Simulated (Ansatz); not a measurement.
# C (C (100), 4 layers): how the settings move a single-point run

Aim: see which settings change the result for C (C (100), 4 layers), by how much, and at what cost.

Computed with Ansatz 0.2.0 (reference: DFT, PBE, all-electron LAPW, scalar-relativistic, unless a step's input says otherwise).

## Step 1: The starting structure

Symmetry: Pmma, No. 51, orthorhombic system. The conventional cell has a = 2.526 Å, b = 2.526 Å, c = 18.679 Å, α = 90.00°, β = 90.00°, γ = 90.00°. C (site symmetry mm2) is surrounded by 2 C at 1.55 Å. Around C (site symmetry mm2) lie 4 C at 1.55 Å.

Structure file:

```cif
data_structure
_symmetry_space_group_name_H-M 'Pmma'
_symmetry_Int_Tables_number 51
_cell_length_a 2.5255
_cell_length_b 2.5255
_cell_length_c 18.6787
_cell_angle_alpha 90.000
_cell_angle_beta 90.000
_cell_angle_gamma 90.000
_cell_volume 119.14
loop_
_atom_site_label
_atom_site_type_symbol
_atom_site_symmetry_multiplicity
_atom_site_Wyckoff_symbol
_atom_site_fract_x
_atom_site_fract_y
_atom_site_fract_z
_atom_site_occupancy
C1 C 2 e 0.75000 0.00000 0.42829 1
C2 C 2 f 0.75000 0.50000 0.47610 1
```

## Step 2: Reference

input.yaml

```yaml
crystal:
  lattice:
    - [2.525527427, 0.0, 0.0]
    - [0.0, 2.525527427, 0.0]
    - [0.0, 0.0, 18.6787]
  atoms:
    - { symbol: C, position: [0.0, 0.25, 0.4282946256] }
    - { symbol: C, position: [0.5, 0.25, 0.4760982085] }
    - { symbol: C, position: [0.5, 0.75, 0.5239017915] }
    - { symbol: C, position: [0.0, 0.75, 0.5717053744] }
kpoints:
  mp_grid: { grid: [12, 12, 1] }
scf:
  occupations: { method: fermi_dirac, width: 0.02 }
hamiltonian:
  xc: pbe
  pseudopotentials: { kind: all_electron, lapw: { basis_error: 0.001 } }
output:
  forces: true
  stress: true
  eigenvalues: true
  populations: true
  dos: { projected: true, de: 0.2, e_range: [-14, 8] }
efield:
  axis: 3
  amplitude: 0
  dipole_correction: true
```

Command:

```sh
$ ansatz run input.yaml --threads 1 --pin off --max-ram 3584MiB --backend cpu --events-out ev --progress --plain --runs-dir out
```

The main lines of its log:

```text
[...]
Basis set: ecut = 447.935044833561 eV, 2597 PW (Γ), exchange–correlation at level 2
[...]
k-points: 49 of 144
[...]
SCF iter   1: F=—  HF=-4141.131535 eV  |F-HF|=—  |Δ(HF+E_count)|=         —  Δρ=4.96e-2  dr2=2.27e0  ethr=9.37e-3  p=0.000 e·Å  D=1.09e-14 V/Å  ΔV_dip=-0.00 eV  dr2_dipole=1.16e-13  V_vac-E_F(+/−)=8.42/8.42 eV  ⟨swp⟩=2.5  Hψ=5351  notcnv=0
[...]
preconditioner: auto → LDOS  [insulator: Δε(μ)=0.120 eV  Ē_g=12.970 eV  σ=0.020 eV  W_gap=0.77  n_scr=12 (ndim 8)  ℏωp=13.6 eV  f_vac=0.678  D(μ)=0.61/eV (n_scr^D=4)  ε∞_Penn≈2.1  β→1.0]
[...]
SCF iter   2: F=—  HF=-4140.367340 eV  |F-HF|=—  |Δ(HF+E_count)|=   7.64e-1  Δρ=9.14e-3  dr2=8.76e-2  ethr=3.63e-4  p=-0.000 e·Å  D=-1.76e-5 V/Å  ΔV_dip=0.00 eV  dr2_dipole=4.99e-8  V_vac-E_F(+/−)=7.69/7.69 eV  ⟨swp⟩=2.9  Hψ=4264  notcnv=0  defer=6
[...]
SCF iter   7: F=—  HF=-4140.350723 eV  |F-HF|=—  |Δ(HF+E_count)|=   2.22e-6  Δρ=1.05e-5  dr2=2.83e-7  ethr=2.82e-8  p=0.000 e·Å  D=1.45e-7 V/Å  ΔV_dip=-0.00 eV  dr2_dipole=2.30e-13  V_vac-E_F(+/−)=7.26/7.26 eV  ⟨swp⟩=3.0  Hψ=2136  notcnv=0
SCF iter   8: F=-4140.350723 eV  HF=-4140.350723 eV  |F-HF|=2.44e-8  |Δ(HF+E_count)|=   7.53e-8  Δρ=2.44e-6  dr2=1.47e-8  ethr=1.18e-9  p=0.000 e·Å  D=3.19e-8 V/Å  ΔV_dip=-0.00 eV  dr2_dipole=2.08e-15  V_vac-E_F(+/−)=7.26/7.26 eV  ⟨swp⟩=3.0  Hψ=2185  notcnv=0
[...]
SCF converged after 8 iterations
Free energy (F): -4140.350723 eV
[...]
E sigma→0 (E₀):  -4140.349200 eV
[...]
Fermi energy:    -3.259986 eV
Dipole field:    D = 0.000000 V/Å  (p = 0.000000 e·Å, saw-weighted, corrected)
[...]
  P = ⅓ Tr σ = -5.2980 GPa (-52.980 kbar)
[...]
```

Wall time 32 s (1 thread of AMD EPYC 9R45 (Zen 5), shared host); peak memory 1.5 GiB.

## Step 3: Variant: preconditioner local_kerker

input.yaml: that of step 2 with these lines changed.

```diff
@@ -14,2 +14,3 @@
   occupations: { method: fermi_dirac, width: 0.02 }
+  mixing: { preconditioner: local_kerker }
 hamiltonian:
@@ -22,3 +23,2 @@
   populations: true
-  dos: { projected: true, de: 0.2, e_range: [-14, 8] }
 efield:
```

Command:

```sh
$ ansatz run input.yaml --threads 1 --pin off --max-ram 3584MiB --backend cpu --events-out ev --progress --plain --runs-dir out
```

What it wrote:

```text
C: projections on atomic orbitals take those of the free atom 1s2 2s2 2p2, of charge +0.00 (hamiltonian.pseudopotentials.projection_atoms)
LAPW: plane waves up to 10.843 Å⁻¹, error target 1.0e-3 eV per atom; small_component_spin mean_spin; C in spheres of 0.773 Å, 6 of its electrons in bands, Dirac shells []
Engine: ansatz 0.2.0
Pseudopotentials: kind: all_electron
Pseudopotential: C, LAPW, valence charge 6, Koelling and Harmon's equation, gaussian nucleus
Functional definition: PBE
  parameter kappa = 0.804
  parameter beta = 0.06672455060314922
  exchange = pbe_x(kappa = kappa, mu = beta*pi^2/3)
  correlation = pbe_c(beta = beta)
Crystal: 4 atoms, lattice volume = 119.138 Å³
Basis set: ecut = 447.935044833561 eV, 2597 PW (Γ), exchange–correlation at level 2
Bands: 16, of which v1, the nominal top of the filled ones, is band 12 counted from 1 (11 counted from 0)
Symmetry: 4 space group operations
k-points: 49 of 144
Non-local potential: C, projectors of the file, none
Initial density: superposition of atomic densities (neutral atoms: chi_scale 0, normalization atom)
Initial wavefunctions: plane waves of lowest kinetic energy (no species holds an atomic orbital)
Functional: x = pbe(κ = 0.804, μ = 0.2195149727645171), c = pbe(β = 0.06672455060314922)
iter 1 solved again at ethr=9.37e-3 eV; its pass at ethr=1.00e-1 eV (dr2=2.25e0 eV) is discarded
SCF iter   1: F=—  HF=-4141.131535 eV  |F-HF|=—  |Δ(HF+E_count)|=         —  Δρ=4.96e-2  dr2=2.27e0  ethr=9.37e-3  p=0.000 e·Å  D=1.09e-14 V/Å  ΔV_dip=-0.00 eV  dr2_dipole=1.16e-13  V_vac-E_F(+/−)=8.42/8.42 eV  ⟨swp⟩=2.5  Hψ=5351  notcnv=0
efield: sawtooth ramp at fractional position 0.9500 (placed from the atoms, in the widest stretch of the axis that holds none; the zero of the levels goes with the place), width 0.1000; the density the first Hamiltonian is built on has a dipole p = 0.000 e·Å; the dipole correction subtracts the counter field D = 4.07e-14 V/Å, which shifts the + side's vacuum level by -0.00 eV against the − side's; the planar-averaged density in the ramp window peaks in size at 2.7e-7 e/Å³
SCF iter   2: F=—  HF=-4140.530314 eV  |F-HF|=—  |Δ(HF+E_count)|=   6.01e-1  Δρ=2.54e-2  dr2=6.05e-1  ethr=9.37e-3  p=0.000 e·Å  D=2.97e-7 V/Å  ΔV_dip=-0.00 eV  dr2_dipole=1.60e-11  V_vac-E_F(+/−)=9.04/9.05 eV  ⟨swp⟩=2.4  Hψ=1982  notcnv=0  defer=1  κ⁻¹=1.0e0(r=1)
SCF iter   3: F=—  HF=-4140.370903 eV  |F-HF|=—  |Δ(HF+E_count)|=   1.59e-1  Δρ=6.49e-3  dr2=7.41e-2  ethr=2.52e-3  p=-0.000 e·Å  D=-5.47e-6 V/Å  ΔV_dip=0.00 eV  dr2_dipole=2.83e-9  V_vac-E_F(+/−)=9.20/9.22 eV  ⟨swp⟩=3.1  Hψ=2103  notcnv=0  defer=5  κ⁻¹=4.1e-2(r=2)
SCF iter   4: F=—  HF=-4140.358016 eV  |F-HF|=—  |Δ(HF+E_count)|=         —  Δρ=1.31e-3  dr2=1.93e-2  ethr=3.09e-4  p=0.000 e·Å  D=7.42e-5 V/Å  ΔV_dip=-0.00 eV  dr2_dipole=4.80e-7  V_vac-E_F(+/−)=8.70/8.71 eV  ⟨swp⟩=3.6  Hψ=2584  notcnv=0  defer=2  κ⁻¹=4.1e-2(r=2)
the basis was enlarged: its passes take 240.3 KiB over the memory plan, 1 of 1 planned eigensolver slots
SCF iter   5: F=—  HF=-4140.354304 eV  |F-HF|=—  |Δ(HF+E_count)|=   3.71e-3  Δρ=8.57e-4  dr2=1.08e-2  ethr=8.05e-5  p=-0.000 e·Å  D=-5.28e-4 V/Å  ΔV_dip=0.01 eV  dr2_dipole=2.49e-5  V_vac-E_F(+/−)=8.37/8.37 eV  ⟨swp⟩=3.2  Hψ=2456  notcnv=0  defer=6  κ⁻¹=1.8e-3(r=3)
SCF iter   6: F=—  HF=-4140.351809 eV  |F-HF|=—  |Δ(HF+E_count)|=   2.49e-3  Δρ=2.06e-3  dr2=3.54e-2  ethr=4.50e-5  p=0.007 e·Å  D=1.11e-2 V/Å  ΔV_dip=-0.21 eV  dr2_dipole=9.54e-3  V_vac-E_F(+/−)=7.50/7.71 eV  ⟨swp⟩=4.3  Hψ=2648  notcnv=0  defer=20  κ⁻¹=1.8e-3(r=4)
SCF iter   7: F=—  HF=-4140.350274 eV  |F-HF|=—  |Δ(HF+E_count)|=   1.54e-3  Δρ=4.88e-4  dr2=1.64e-3  ethr=4.50e-5  p=-0.001 e·Å  D=-1.77e-3 V/Å  ΔV_dip=0.03 eV  dr2_dipole=2.42e-4  V_vac-E_F(+/−)=7.54/7.51 eV  ⟨swp⟩=3.2  Hψ=2056  notcnv=0  defer=4  κ⁻¹=1.3e-4(r=5)
iter 8 solved again at ethr=4.11e-7 eV; its pass at ethr=6.82e-6 eV (dr2=9.87e-5 eV) is discarded
SCF iter   8: F=—  HF=-4140.350688 eV  |F-HF|=—  |Δ(HF+E_count)|=   4.14e-4  Δρ=1.72e-4  dr2=9.89e-5  ethr=4.11e-7  p=-0.000 e·Å  D=-5.62e-5 V/Å  ΔV_dip=0.00 eV  dr2_dipole=6.40e-8  V_vac-E_F(+/−)=7.27/7.27 eV  ⟨swp⟩=2.0  Hψ=4034  notcnv=0  κ⁻¹=1.8e-5(r=6)
SCF iter   9: F=—  HF=-4140.350737 eV  |F-HF|=—  |Δ(HF+E_count)|=   4.88e-5  Δρ=1.12e-4  dr2=1.60e-5  ethr=4.11e-7  p=-0.000 e·Å  D=-4.05e-5 V/Å  ΔV_dip=0.00 eV  dr2_dipole=5.14e-9  V_vac-E_F(+/−)=7.25/7.25 eV  ⟨swp⟩=3.3  Hψ=2021  notcnv=0  κ⁻¹=5.4e-6(r=7)
SCF iter  10: F=—  HF=-4140.350734 eV  |F-HF|=—  |Δ(HF+E_count)|=   2.82e-6  Δρ=4.25e-5  dr2=3.80e-6  ethr=6.68e-8  p=0.000 e·Å  D=2.26e-5 V/Å  ΔV_dip=-0.00 eV  dr2_dipole=1.35e-8  V_vac-E_F(+/−)=7.26/7.26 eV  ⟨swp⟩=3.0  Hψ=2191  notcnv=0  κ⁻¹=3.6e-7(r=8)
SCF iter  11: F=—  HF=-4140.350734 eV  |F-HF|=—  |Δ(HF+E_count)|=   7.01e-7  Δρ=1.21e-5  dr2=1.10e-7  ethr=1.58e-8  p=-0.000 e·Å  D=-5.53e-7 V/Å  ΔV_dip=0.00 eV  dr2_dipole=3.33e-9  V_vac-E_F(+/−)=7.26/7.26 eV  ⟨swp⟩=3.0  Hψ=2162  notcnv=0  κ⁻¹=1.8e-7(r=8)
SCF iter  12: F=-4140.350734 eV  HF=-4140.350734 eV  |F-HF|=3.11e-9  |Δ(HF+E_count)|=   6.54e-8  Δρ=3.64e-6  dr2=1.74e-8  ethr=4.60e-10  p=0.000 e·Å  D=5.94e-6 V/Å  ΔV_dip=-0.00 eV  dr2_dipole=1.99e-9  V_vac-E_F(+/−)=7.26/7.26 eV  ⟨swp⟩=3.0  Hψ=1995  notcnv=0
SCF 1 converged in 12 iterations: F = -4140.350734 eV  dr2 = 1.74e-8
SCF converged after 12 iterations
Stability not checked: this state was not tested for a lower state beside it, because the mixer in use, unlike msr1, does not test its closes by its own steps (another_mixer; see scf.mixing.algorithm and scf.lower_state_search)
Free energy (F): -4140.350734 eV
Harris-Foulkes:  -4140.350734 eV  (|F-HF|=3.11e-9)
Internal energy: -4140.347688 eV  (E = F + TS)
E sigma→0 (E₀):  -4140.349211 eV
Entropy (-TS):   -0.003045 eV (-0.761 meV/atom)
Fermi energy:    -3.259963 eV
Dipole field:    D = 0.000006 V/Å  (p = 0.000004 e·Å, saw-weighted, corrected)
Work function:   Φ+ = 7.2594 eV   Φ− = 7.2595 eV
Levels:          The Fermi level and band energies are counted from a zero that moves with the ramp; work functions are not
--- Per-component energies (eV) ---
  E_band       = -2326.252215
  E_kinetic    = 4114.195362
  E_xc         = -580.731507
  E_efield     = 0.000000  (sawtooth field / dipole correction)
  E_electrostatic = -7673.811543  (all electrons and nuclei)
  E_smearing   = -0.003045  (= −TS)
  E_closure    = 0.000000  (closes the sum)
  E_atoms      = -4110.531295  (free atoms, spherical and without spin; not in F)
  Σ components = -4140.350734   (vs F -4140.350734, Δ=0.00e0)
  Basis errors (estimates in eV, not in F): energy 6.2e-4 per atom: plane waves 6.0e-4 (3.9e-4 summed), levels above the bands 1.4e-154, relativity 1.6e-8, radial functions 2.2e-5, core shells 0.0e0; eigenvalues (radial functions only) 1.5e-6; not estimated: angular momenta, meshes, grids; target (lapw.basis_error) 1.0e-3; muffin-tin radii C 0.773 Å
--- Forces (eV/Å), atoms counted from 1 ---
  atom   1  C      0.00000000     0.00000000     2.66480221
  atom   2  C     -0.00000000     0.00000000    -3.26957726
  atom   3  C      0.00000000     0.00000000     3.26957833
  atom   4  C     -0.00000000     0.00000000    -2.66489923
  max |Σ_I F_I| component: 9.59e-5 eV/Å
--- Stress (GPa, compression-positive) ---
       -3.858932       0.000000      -0.000000
        0.000000      -6.360461       0.000000
       -0.000000       0.000000      -5.675079
  P = ⅓ Tr σ = -5.2982 GPa (-52.982 kbar)
--- Band table (eV; the first three rows and the last of 49) ---
  k-point 0: bands = ["-269.5058", "-269.5058", "-269.3833", "-269.3775", "-22.7410", "-17.7516", "-11.4599", "-7.9245", "-7.7282", "-5.2602", "-4.5864", "-3.0014", "-1.0311", "1.9828", "2.4567", "3.4078"]
  k-point 1: bands = ["-269.5058", "-269.5058", "-269.3832", "-269.3776", "-22.6181", "-17.6653", "-11.3984", "-8.4377", "-7.8370", "-5.0828", "-4.5871", "-3.2980", "-1.1778", "1.7605", "2.8048", "3.5564"]
  k-point 2: bands = ["-269.5058", "-269.5058", "-269.3829", "-269.3779", "-22.2512", "-17.4279", "-11.2450", "-9.9725", "-7.5816", "-4.7152", "-4.6028", "-4.1700", "-1.3397", "0.5713", "3.9647", "4.1095"]
  k-point 48: bands = ["-269.5058", "-269.5057", "-269.3805", "-269.3805", "-15.2702", "-15.2702", "-13.7466", "-13.7466", "-9.8324", "-9.8324", "-5.3112", "-5.3111", "-2.9703", "-2.9703", "4.8302", "4.8302"]
--- Löwdin populations: 4 sites ---
  site symbol       q [e]
     0      C      5.9827
     1      C      5.9523
     2      C      5.9523
     3      C      5.9828
  spilling = 0.005415 (of n_electrons = 24.000000)
```

Run time: 38 s. Hardware: 1 thread of AMD EPYC 9R45 (Zen 5), shared host; peak memory 1.5 GiB.

Same state: the changed mixing leaves the energy within 0.5 meV/atom.

## Step 4: Side by side

```tsv
run	ending	energy change	gap (eV)	force (eV/Å)	cycles	time
reference	converged	0	0.00	3.27	8	32 s
1: preconditioner local_kerker	converged	0.0 meV/atom	0.00	3.27	12	38 s
```

Times don't compare one to one where runs were asked for different outputs or read a saved state (see the inputs); cycles may leave out searches for a lower state.

Residual by cycle in the longest SCF loop of each run; runs are numbered as in the table. The quantity is the density residual dr2, in eV.

```tsv
cycle	reference	run 1
1	2.27	2.27
2	0.0876	0.605
3	0.00726	0.0741
4	0.00128	0.0193
5	1.4e-4	0.0108
6	6.8e-6	0.0354
7	2.8e-7	0.00164
8	1.5e-8	9.9e-5
9	-	1.6e-5
10	-	3.8e-6
11	-	1.1e-7
12	-	1.7e-8
```

The changed mixing doesn't alter the result here (within 0.5 meV/atom).
